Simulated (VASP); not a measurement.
# TaN (Fm-3m) in VASP: equation of state

Aim: energy against volume of TaN in PBE, for its equilibrium volume and stiffness.

Everything below comes from runs of VASP 6.6.1. Logs are shortened: lines on timing, memory, paths and dates and some standing lists are left out, and cuts for length are marked.

## 1. The crystal as given

Symmetry: Fm-3m, No. 225, cubic system. Conventional cell: a = 4.358 Å, b = 4.358 Å, c = 4.358 Å, α = 90.00°, β = 90.00°, γ = 90.00°. Ta (site symmetry m-3m) is surrounded by 6 N at 2.18 Å. N (site symmetry m-3m) has 6 Ta at 2.18 Å as nearest neighbours.

## 2. Equation of state, PBE, 9.73 Å³/atom (volume scaled by 0.94)

INCAR

```
SYSTEM = TaN
PREC = Accurate
ENCUT = 520
EDIFF = 1E-7
ISMEAR = -1
SIGMA = 0.05
LREAL = .False.
LASPH = .True.
NELM = 80
ALGO = Normal
ISIF = 2
LWAVE = .False.
LCHARG = .False.
GGA = PE
NBANDS = 15
```

KPOINTS

```
regular mesh
0
Gamma
  10 10 10
  0 0 0
```

POSCAR

```
TaN
1.0
    0.0000000000      2.1345194141      2.1345194141
    2.1345194141      0.0000000000      2.1345194141
    2.1345194141      2.1345194141      0.0000000000
Ta N
1 1
Direct
    0.5000000000      0.5000000000      0.5000000000
    0.0000000000      0.0000000000      0.0000000000
```

Potentials or basis: VASP PAW PBE potentials, release 64 (Ta_pv, N).

The run is started by

```console
> cat potpaw_PBE.64/Ta_pv/POTCAR potpaw_PBE.64/N/POTCAR > POTCAR
> mpirun -np 1 vasp_std > vasp.out
```

OUTCAR:

```text
SYSTEM = TaN
   PREC = Accurate
   ENCUT = 520
   EDIFF = 1E-7
   ISMEAR = -1
   LREAL = .False.
   LASPH = .True.
   NELM = 80
   ISIF = 2
   GGA = PE

 Found     47 irreducible k-points:

 Following reciprocal coordinates:
            Coordinates               Weight
  0.000000  0.000000  0.000000      1.000000
  0.100000  0.000000  0.000000      8.000000
  0.200000  0.000000  0.000000      8.000000
  0.300000  0.000000  0.000000      8.000000
  0.400000  0.000000  0.000000      8.000000
  0.500000  0.000000  0.000000      4.000000
   k-points           NKPTS =     47   k-points in BZ     NKDIM =     47   number of bands    NBANDS=     15
   number of dos      NEDOS =    301   number of ions     NIONS =      2
   total plane-waves  NPLWV =  13824
   dimension x,y,z NGX =    24 NGY =   24 NGZ =   24
   dimension x,y,z NGXF=    48 NGYF=   48 NGZF=   48
   ions per type =               1   1
   NGX,Y,Z   is equivalent  to a cutoff of  13.22, 13.22, 13.22 a.u.
   NGXF,Y,Z  is equivalent  to a cutoff of  26.43, 26.43, 26.43 a.u.
 SYSTEM =  TaN
   PREC   = accura    normal or accurate (medium, high low for compatibility)
   ISTART =      0    job   : 0-new  1-cont  2-samecut
   ICHARG =      2    charge: 1-file 2-atom 10-const
   ISPIN  =      1    spin polarized calculation?
   LNONCOLLINEAR =      F non collinear calculations
   LSORBIT =      F    spin-orbit coupling
   LASPH  =      T    aspherical Exc in radial PAW
   ENCUT  =  520.0 eV  38.22 Ry    6.18 a.u.   5.61  5.61  5.61*2*pi/ulx,y,z
   NELM   =     80;   NELMIN=  2; NELMDL= -5     # of ELM steps
   EDIFF  = 0.1E-06   stopping-criterion for ELM
   LREAL  =      F    real-space projection
   EDIFFG = 0.1E-05   stopping-criterion for IOM
   NSW    =      0    number of steps for IOM
   IBRION =     -1    ionic relax: 0-MD 1-quasi-New 2-CG
   NFREE  =      0    steps in history (QN), initial steepest desc. (CG)
   ISIF   =      2    stress and relaxation
   ISYM   =      2    0-nonsym 1-usesym 2-fastsym
   POTIM  = 0.5000    time-step for ionic-motion
   TEBEG  =    0.0;   TEEND  =   0.0 temperature during run
   PSTRESS=    0.0 pullay stress
   NELECT =      16.0000    total number of electrons
   NUPDOWN=      -1.0000    fix difference up-down
   EMIN   =  10.00;   EMAX   =-10.00  energy-range for DOS
   EFERMI =   0.00;   METHOD = LEGACY
   ISMEAR =    -1;   SIGMA  =   0.05  broadening in eV -4-tet -1-fermi 0-gaus
   EFERMI_NEDOS =   21; number of points for ismear=-14 and -15
   IALGO  =     38    algorithm
   IMIX   =      4    mixing-type and parameters
     AMIX     =   0.40;   BMIX     =  1.00
     AMIX_MAG =   1.60;   BMIX_MAG =  1.00
  volume/ion in A,a.u.               =       9.73        65.63
  Fermi-wavevector in a.u.,A,eV,Ry     =   1.533927  2.898702 32.013588  2.352932
  Thomas-Fermi vector in A             =   2.640926
   LORBIT       =      0    0 simple, 1 ext, 2 COOP (PROOUT), +10 PAW based schemes
   GGA     = PE    functional components
   LHFCALC =     F    Hartree Fock is set to
   AEXX    =    0.0000 exact exchange contribution
   IVDW    =     0    specifies the selected vdW correction
   LEPSILON=     F    determine dielectric tensor
   LRPA    =     F    only Hartree local field effects (RPA)
 non-spin polarized calculation
  energy-cutoff  :      520.00
  volume of cell :       19.45
 maximum number of plane-waves:       544
   NGX = 11   NGY = 11   NGZ = 11

 number of electron      15.9999998 magnetization

 Free energy of the ion-electron system (eV)
  ---------------------------------------------------
  ext. energy  EPLUGINS =         0.00000000
  ---------------------------------------------------
  free energy    TOTEN  =       -21.57627965 eV

  energy without entropy =      -21.57110792  energy(sigma->0) =      -21.57369378

 E-fermi :  10.6109     XC(G=0): -13.9394

 val. band max:       10.4910590838   @ k =  -0.2000   0.2000   0.0000
 cond. band min:      10.6492836218   @ k =  -0.3000   0.3000   0.1000
 fundamental gap:      0.1582245380
 Fermi energy:        10.6108948636

 k-point     1 :       0.0000    0.0000    0.0000
  band No.  band energies     occupation
      1     -25.0283      2.00000
      2     -25.0283      2.00000
      3     -25.0283      2.00000
      4      -9.0133      2.00000
      5       6.5140      2.00000
      6       6.5140      2.00000
      7       6.5140      2.00000
      8       8.2127      2.00000
      9       8.2127      2.00000
     10       8.2127      2.00000
     11      10.6645      0.50974
     12      10.6645      0.50974
     13      12.9203      0.00000
     14      20.0219      0.00000
     15      23.1370      0.00000

 k-point     2 :       0.1000    0.0000    0.0000
  band No.  band energies     occupation
      1     -25.1534      2.00000
      2     -25.0389      2.00000
      3     -25.0389      2.00000
      4      -8.7257      2.00000
      5       5.3341      2.00000
      6       5.6680      2.00000
      7       5.6680      2.00000
      8       8.6166      2.00000
      9       8.6166      2.00000
     10       8.7218      2.00000
     11      11.7059      0.00000
     12      11.7059      0.00000
     13      13.6028      0.00000
     14      20.8491      0.00000
     15      23.1367      0.00000

 k-point     3 :       0.2000    0.0000    0.0000
  band No.  band energies     occupation
      1     -25.4673      2.00000
      2     -25.0663      2.00000
      3     -25.0663      2.00000
      4      -7.9488      2.00000
      5       3.3923      2.00000
      6       4.3422      2.00000
      7       4.3422      2.00000
      8       9.3552      2.00000
      9       9.5289      2.00000
     10       9.5289      2.00000
     11      13.8308      0.00000
     12      13.8308      0.00000
     13      15.0552      0.00000
     14      22.8268      0.00000
     15      23.1372      0.00000

 k-point     4 :       0.3000    0.0000    0.0000
  band No.  band energies     occupation
      1     -25.8317      2.00000
      2     -25.0999      2.00000
      3     -25.0999      2.00000
      4      -6.8990      2.00000
      5       1.5326      2.00000
      6       3.2560      2.00000
      7       3.2560      2.00000
      8      10.2689      1.99786
      9      10.8174      0.03167
     10      10.8174      0.03167
     11      16.1495      0.00000
     12      16.1495      0.00000
     13      16.1892      0.00000
     14      23.1203      0.00000
     15      23.8881      0.00000

 k-point     5 :       0.4000    0.0000    0.0000
  band No.  band energies     occupation
      1     -26.1101      2.00000
      2     -25.1268      2.00000
      3     -25.1268      2.00000
      4      -5.8857      2.00000
      5       0.0743      2.00000
      6       2.5706      2.00000
      7       2.5706      2.00000
      8      11.6575      0.00000
      9      12.1453      0.00000
     10      12.1453      0.00000
     11      15.8254      0.00000
     12      18.1574      0.00000
     13      18.1574      0.00000
     14      23.0821      0.00000
     15      23.6431      0.00000

 k-point     6 :       0.5000    0.0000    0.0000
  band No.  band energies     occupation
      1     -26.2130      2.00000
      2     -25.1370      2.00000
      3     -25.1370      2.00000
      4      -5.4111      2.00000
      5      -0.5402      2.00000
      6       2.3376      2.00000
      7       2.3376      2.00000
      8      12.7738      0.00000
      9      12.7738      0.00000
     10      12.8787      0.00000
     11      14.7154      0.00000
     12      19.1133      0.00000
     13      19.1133      0.00000
     14      23.0834      0.00000
     15      23.4551      0.00000

 [... further k-points ...]

------------------------ aborting loop because EDIFF is reached ----------------------------------------

  FORCE on cell =-STRESS in cart. coord.  units (eV):
  Direction    XX          YY          ZZ          XY          YZ          ZX
  --------------------------------------------------------------------------------------
  -------------------------------------------------------------------------------------
  Total        5.2807768      5.2807768      5.2807768      0.0000000     -0.0000000      0.0000000
  in kB      434.9887953    434.9887953    434.9887953      0.0000000     -0.0000000      0.0000000
  external PRESSURE =     434.9887953 kB  Pullay stress =       0.0000000 kB

 VOLUME and BASIS-vectors are now :
 -----------------------------------------------------------------------------
  energy-cutoff  :      520.00
  volume of cell :       19.45
      direct lattice vectors                 reciprocal lattice vectors
     0.000000000  2.134519414  2.134519414    -0.234244766  0.234244766  0.234244766
     2.134519414  0.000000000  2.134519414     0.234244766 -0.234244766  0.234244766
     2.134519414  2.134519414  0.000000000     0.234244766  0.234244766 -0.234244766

 POSITION                                       TOTAL-FORCE (eV/Angst)
 -----------------------------------------------------------------------------------
      2.13452      2.13452      2.13452        -0.000000     -0.000000     -0.000000
      0.00000      0.00000      0.00000         0.000000      0.000000      0.000000
 -----------------------------------------------------------------------------------
    total drift:                                0.000000     -0.000000     -0.000000

  FREE ENERGIE OF THE ION-ELECTRON SYSTEM (eV)
  ---------------------------------------------------
  free  energy   TOTEN  =       -21.5762796524 eV

  energy  without entropy=      -21.5711079151  energy(sigma->0) =      -21.57369378
```

Run time: 8.5 s. Hardware: 1 thread of Intel Xeon Platinum 8488C (Sapphire Rapids), shared host; peak memory 0.14 GiB.

Results:

- Free energy: -21.5763 eV
- Pressure: 43.5 GPa
- Band gap on the k mesh: none (metal or under the smearing width)

## 3. Equation of state, PBE, 9.93 Å³/atom (volume scaled by 0.96)

INCAR

```
PREC     = Accurate       # precision mode
ENCUT    = 520            # plane-wave cutoff, eV
EDIFF    = 1E-7           # SCF threshold, eV
ISMEAR   = -1             # smearing method
SIGMA    = 0.05           # smearing width, eV
LREAL    = False          # projectors in reciprocal space
LASPH    = True           # aspherical terms in the spheres
NELM     = 100            # most SCF steps
ALGO     = Normal         # electronic algorithm
ISIF     = 2              # what is computed and relaxed
LWAVE    = False          # write WAVECAR
LCHARG   = False          # write CHGCAR
GGA      = PE             # functional
NBANDS   = 15             # bands
```

KPOINTS

```
regular mesh
0
Gamma
  10 10 10
```

POSCAR

```
TaN
1.0
    0.0000000000      2.1495517363      2.1495517363
    2.1495517363      0.0000000000      2.1495517363
    2.1495517363      2.1495517363      0.0000000000
Ta N
1 1
Direct
    0.5000000000      0.5000000000      0.5000000000
    0.0000000000      0.0000000000      0.0000000000
```

Potentials or basis: VASP PAW PBE potentials, release 64 (Ta_pv, N).

The run is started by

```console
> cat potpaw_PBE.64/Ta_pv/POTCAR potpaw_PBE.64/N/POTCAR > POTCAR
> mpirun -np 1 vasp_std > vasp.out
```

Wall time 8.8 s (1 thread of Intel Xeon Platinum 8488C (Sapphire Rapids), shared host); peak memory 0.14 GiB.

It converged, with:

* Free energy: -21.6754 eV
* Pressure: 33.1 GPa
* Band gap on the k mesh: none (metal or under the smearing width)

## 4. Equation of state, PBE, 10.14 Å³/atom (volume scaled by 0.98)

INCAR

```
SYSTEM = TaN
PREC     = Accurate       ! precision mode
ENCUT    = 520            ! plane-wave cutoff, eV
EDIFF    = 1E-7           ! SCF threshold, eV
ISMEAR   = -1             ! smearing method
SIGMA    = 0.05           ! smearing width, eV
LREAL    = .False.        ! projectors in reciprocal space
LASPH    = .True.         ! aspherical terms in the spheres
NELM     = 60             ! most SCF steps
ALGO     = Normal         ! electronic algorithm
ISIF     = 2              ! what is computed and relaxed
LWAVE    = .False.        ! write WAVECAR
LCHARG   = .False.        ! write CHGCAR
GGA      = PE             ! functional
NBANDS   = 15             ! bands
```

KPOINTS

```
Automatic mesh
0
Gamma
  10 10 10
  0 0 0
```

POSCAR

```
TaN
1.0
    0.0000000000      2.1643766995      2.1643766995
    2.1643766995      0.0000000000      2.1643766995
    2.1643766995      2.1643766995      0.0000000000
Ta N
1 1
Direct
    0.5000000000      0.5000000000      0.5000000000
    0.0000000000      0.0000000000      0.0000000000
```

The run is started by

```console
> cat potpaw_PBE.64/Ta_pv/POTCAR potpaw_PBE.64/N/POTCAR > POTCAR
> mpirun -np 1 vasp_std > vasp.out
```

Run time: 8.9 s. Hardware: 1 thread of Intel Xeon Platinum 8488C (Sapphire Rapids), shared host; peak memory 0.14 GiB.

The run converged. Its results:

```
Free energy            : -21.7491 eV
Pressure               : 23.8 GPa
Band gap on the k mesh : none (metal or under the smearing width)
```

## 5. Equation of state, PBE, 10.55 Å³/atom (volume scaled by 1.02)

INCAR

```
SYSTEM = TaN
ALGO = Normal
EDIFF = 1E-7
ENCUT = 520
GGA = PE
ISIF = 2
ISMEAR = -1
LASPH = .TRUE.
LCHARG = .FALSE.
LREAL = .FALSE.
LWAVE = .FALSE.
NBANDS = 15
NELM = 80
PREC = Accurate
SIGMA = 0.05
```

KPOINTS

```
k-points
0
G
  10 10 10
  0 0 0
```

POSCAR

```
TaN
1.0
    0.0000000000      2.1934322028      2.1934322028
    2.1934322028      0.0000000000      2.1934322028
    2.1934322028      2.1934322028      0.0000000000
Ta N
1 1
Direct
    0.5000000000      0.5000000000      0.5000000000
    0.0000000000      0.0000000000      0.0000000000
```

The run is started by

```console
> cat potpaw_PBE.64/Ta_pv/POTCAR potpaw_PBE.64/N/POTCAR > POTCAR
> mpirun -np 1 vasp_std > vasp.out
```

Wall time 9 s (1 thread of Intel Xeon Platinum 8488C (Sapphire Rapids), shared host); peak memory 0.14 GiB.

Results (log left out):

```
Free energy            : -21.8302 eV
Pressure               : 7.9 GPa
Band gap on the k mesh : none (metal or under the smearing width)
```

## 6. Equation of state, PBE, 10.76 Å³/atom (volume scaled by 1.04)

INCAR

```
SYSTEM = TaN
  ALGO = Normal
  EDIFF = 1E-7
  ENCUT = 520
  GGA = PE
  ISIF = 2
  ISMEAR = -1
  LASPH = .TRUE.
  LCHARG = .FALSE.
  LREAL = .FALSE.
  LWAVE = .FALSE.
  NBANDS = 15
  NELM = 100
  PREC = Accurate
  SIGMA = 0.05
```

KPOINTS is that of step 5.

POSCAR

```
TaN
1.0
    0.0000000000      2.2076756682      2.2076756682
    2.2076756682      0.0000000000      2.2076756682
    2.2076756682      2.2076756682      0.0000000000
Ta N
1 1
Direct
    0.5000000000      0.5000000000      0.5000000000
    0.0000000000      0.0000000000      0.0000000000
```

Potentials or basis: VASP PAW PBE potentials, release 64 (Ta_pv, N).

The run is started by

```console
> cat potpaw_PBE.64/Ta_pv/POTCAR potpaw_PBE.64/N/POTCAR > POTCAR
> mpirun -np 1 vasp_std > vasp.out
```

It took 9 s on 1 thread of Intel Xeon Platinum 8488C (Sapphire Rapids), shared host; peak memory 0.14 GiB.

Results (log left out):

```
Free energy            : -21.8419 eV
Pressure               : 1.1 GPa
Band gap on the k mesh : none (metal or under the smearing width)
```

## 7. Equation of state, PBE, 10.97 Å³/atom (volume scaled by 1.06)

INCAR

```
SYSTEM = TaN
ALGO = Normal
EDIFF = 1E-7
ENCUT = 520
GGA = PE
ISIF = 2
ISMEAR = -1
LASPH = .True.
LCHARG = .False.
LREAL = .False.
LWAVE = .False.
NBANDS = 15
NELM = 80
PREC = Accurate
SIGMA = 0.05
```

KPOINTS

```
k-points
0
Gamma
  10 10 10
  0 0 0
```

POSCAR

```
TaN
1.0
    0.0000000000      2.2217376758      2.2217376758
    2.2217376758      0.0000000000      2.2217376758
    2.2217376758      2.2217376758      0.0000000000
Ta N
1 1
Direct
    0.5000000000      0.5000000000      0.5000000000
    0.0000000000      0.0000000000      0.0000000000
```

Potentials or basis: VASP PAW PBE potentials, release 64 (Ta_pv, N).

The run is started by

```console
> cat potpaw_PBE.64/Ta_pv/POTCAR potpaw_PBE.64/N/POTCAR > POTCAR
> mpirun -np 1 vasp_std > vasp.out
```

OUTCAR:

```text
SYSTEM = TaN
   EDIFF = 1E-7
   ENCUT = 520
   GGA = PE
   ISIF = 2
   ISMEAR = -1
   LASPH = .True.
   LREAL = .False.
   NELM = 80
   PREC = Accurate

 Found     47 irreducible k-points:

 Following reciprocal coordinates:
            Coordinates               Weight
  0.000000  0.000000  0.000000      1.000000
  0.100000  0.000000  0.000000      8.000000
  0.200000  0.000000  0.000000      8.000000
  0.300000  0.000000  0.000000      8.000000
  0.400000  0.000000  0.000000      8.000000
  0.500000  0.000000  0.000000      4.000000
   k-points           NKPTS =     47   k-points in BZ     NKDIM =     47   number of bands    NBANDS=     15
[... 184 lines left out ...]
  FORCE on cell =-STRESS in cart. coord.  units (eV):
  Direction    XX          YY          ZZ          XY          YZ          ZX
  --------------------------------------------------------------------------------------
  -------------------------------------------------------------------------------------
  Total       -0.6924117     -0.6924117     -0.6924117      0.0000000      0.0000000      0.0000000
  in kB      -50.5785831    -50.5785831    -50.5785831      0.0000000      0.0000000      0.0000000
  external PRESSURE =     -50.5785831 kB  Pullay stress =       0.0000000 kB

 VOLUME and BASIS-vectors are now :
 -----------------------------------------------------------------------------
  energy-cutoff  :      520.00
  volume of cell :       21.93
      direct lattice vectors                 reciprocal lattice vectors
     0.000000000  2.221737676  2.221737676    -0.225049071  0.225049071  0.225049071
     2.221737676  0.000000000  2.221737676     0.225049071 -0.225049071  0.225049071
     2.221737676  2.221737676  0.000000000     0.225049071  0.225049071 -0.225049071

 POSITION                                       TOTAL-FORCE (eV/Angst)
 -----------------------------------------------------------------------------------
      2.22174      2.22174      2.22174         0.000000      0.000000     -0.000000
      0.00000      0.00000      0.00000        -0.000000     -0.000000      0.000000
 -----------------------------------------------------------------------------------
    total drift:                                0.000000     -0.000000     -0.000000

  FREE ENERGIE OF THE ION-ELECTRON SYSTEM (eV)
  ---------------------------------------------------
  free  energy   TOTEN  =       -21.8369747132 eV

  energy  without entropy=      -21.8308926603  energy(sigma->0) =      -21.83393369
```

It took 9.1 s on 1 thread of Intel Xeon Platinum 8488C (Sapphire Rapids), shared host; peak memory 0.14 GiB.

What came out:

```yaml
Free_energy: -21.8370 eV
Pressure: -5.1 GPa
Band_gap_on_the_k_mesh: none (metal or under the smearing width)
```

## 8. Equation of state, PBE

Potentials or basis: VASP PAW PBE potentials, release 64 (Ta_pv, N).

This step only gathers the single runs of the series.

Results:

```yaml
Equilibrium_volume: 10.80 Å³/atom
Bulk_modulus: 330 GPa
Pressure_derivative_of_the_bulk_modulus: 4.4
```

Energy against volume, from the lowest point:
```
volume (Å³/atom)  energy (meV/atom)
           9.725             132.81
           9.932              83.27
          10.139              46.42
          10.346              20.99
          10.553               5.86
          10.760               0.00
          10.967               2.46
```

The run has no spin-orbit coupling, so splittings on Ta are missing. Zero-point motion and thermal expansion aren't in these numbers.
